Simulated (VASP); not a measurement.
**A VASP 6.6.1 single-point calculation on KTaO3**

INCAR

```
LDAUU = 0 5.0 0
EDIFF = 1E-6
NBANDS = 27
LDAUTYPE = 2
NSW = 0
SIGMA = 0.01
LASPH = .TRUE.
ISMEAR = 0
IBRION = -1
LREAL = .FALSE.
GGA = PS
NELM = 120
ISIF = 2
LWAVE = .FALSE.
PREC = Accurate
LDAUJ = 0 0 0
LDAU = .TRUE.
ENCUT = 520
LDAUL = -1 2 -1
LMAXMIX = 4
LCHARG = .FALSE.
```

KPOINTS

```
KPOINTS created by Atomic Simulation Environment
0
Gamma
6 6 6
0 0 0
```

POSCAR

```
K  Ta O
 1.0000000000000000
     3.9901311115727016    0.0000000000000000    0.0000000000000000
     0.0000000000000000    3.9901311115727016    0.0000000000000000
     0.0000000000000000    0.0000000000000000    3.9901311115727016
 K   Ta  O
   1   1   3
Cartesian
 -0.0000000000000000 -0.0000000000000000 -0.0000000000000000
  1.9950655557863506  1.9950655557863506  1.9950655557863506
  1.9950655557863506  1.9950655557863506  0.0000000000000000
  1.9950655557863506 -0.0000000000000000  1.9950655557863506
  0.0000000000000000  1.9950655557863506  1.9950655557863506
```

The recommended PBE PAW datasets give the neutral cell 38 valence electrons.

Command

```
mpirun -np 1 vasp_std
```

**Question.** How does this run end, and what does it give?

**Answer.** It converged. Results: gap between bands v and c on the k mesh 2.76 eV; least direct gap on the k mesh 3.46 eV; pressure 5.1 GPa. Band v is the last that the valence electrons fill when counted band by band, and c is the next.

OSZICAR

```
N       E                     dE             d eps       ncg     rms          rms(c)
DAV:   1     0.332585025744E+03    0.33259E+03   -0.21162E+04  1080   0.144E+03
DAV:   2    -0.290089119569E+02   -0.36159E+03   -0.34935E+03  1281   0.404E+02
DAV:   3    -0.472679274094E+02   -0.18259E+02   -0.18174E+02  1401   0.887E+01
DAV:   4    -0.476961131625E+02   -0.42819E+00   -0.42760E+00  1848   0.114E+01
DAV:   5    -0.476981481207E+02   -0.20350E-02   -0.20348E-02  1329   0.776E-01    0.344E+01
DAV:   6    -0.392873891354E+02    0.84108E+01   -0.33385E+01  1330   0.390E+01    0.136E+01
DAV:   7    -0.391046153559E+02    0.18277E+00   -0.16355E+00  1405   0.770E+00    0.818E+00
DAV:   8    -0.390222170498E+02    0.82398E-01   -0.47164E-01  1329   0.512E+00    0.150E+00
DAV:   9    -0.390125340711E+02    0.96830E-02   -0.34484E-02  1400   0.130E+00    0.275E-01
DAV:  10    -0.390125961624E+02   -0.62091E-04   -0.58877E-03  1499   0.568E-01    0.380E-02
DAV:  11    -0.390126300748E+02   -0.33912E-04   -0.31874E-04  1452   0.119E-01    0.301E-02
DAV:  12    -0.390126429773E+02   -0.12903E-04   -0.28659E-05  1489   0.384E-02    0.112E-02
DAV:  13    -0.390126412515E+02    0.17259E-05   -0.83827E-06  1415   0.162E-02    0.321E-03
DAV:  14    -0.390126411612E+02    0.90307E-07   -0.43899E-07   734   0.543E-03
   1 F= -.39012641E+02 E0= -.39012641E+02  d E =-.278522-106
```

Standard output (part)

```
POSCAR found type information on POSCAR K TaO
 POSCAR found :  3 types and       5 ions
 LDA part: xc-table for (Slater+PW92), standard interpolation
 POSCAR, INCAR and KPOINTS ok, starting setup
 WAVECAR not read
 entering main loop
```

For comparison, a separate PBEsol run of the intended cell, on usual settings and not on those above, gives a gap of 2.08 eV on its mesh and a pressure of 0.0 GPa.
